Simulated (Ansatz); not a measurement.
Co, one cell by several methods

```yaml
crystal:
  lattice:
    - [0.00000, 1.75666, 1.75666]
    - [1.75666, 0.00000, 1.75666]
    - [1.75666, 1.75666, 0.00000]
  atoms:
    - { symbol: Co, position: [0.00000, 0.00000, 0.00000] }
```

The cell is the one relaxed in the Materials Project (mp-102), not relaxed further here; entries there can be hypothetical.

All numbers are computed: DFT, PBE, PAW with Ansatz's default frozen-core files, scalar-relativistic (Ansatz 0.2.0); DFT, PBE, all-electron PAW with datasets made for the crystal, scalar-relativistic (Ansatz 0.2.0); DFT, PBE, all-electron LAPW, scalar-relativistic (Ansatz 0.2.0).

For PAW: a Γ-centred 18×18×18 k mesh, Fermi–Dirac smearing of 0.05 eV, cutoff 420 eV, spin-polarised from start moments Co 2 μB. The crystal-made all-electron datasets (AE datasets) take a cutoff of 320 eV at this cell. LAPW targets a basis error of 1 meV/atom. The Ansatz runs share mesh, smearing and spin set-up. Plane-wave (PAW) pressures include the program's estimate of the Pulay term.

Stress and pressure are positive in compression.

```
     method  moment of the cell (μB)  site moments (μB)  symmetry operations kept  pressure (GPa)
        PAW                     1.63            Co 1.70                        48            1.09
AE datasets                     1.63            Co 1.70                        48            1.02
       LAPW                     1.63            Co 1.68                        48            1.01
```

(1) Can the differences be read as the error of the PAW files?

Answers

(1) Yes, as far as these numbers show: moments and symmetry agree, so the runs reached one state, and PAW's pressure is off by +0.08 GPa.
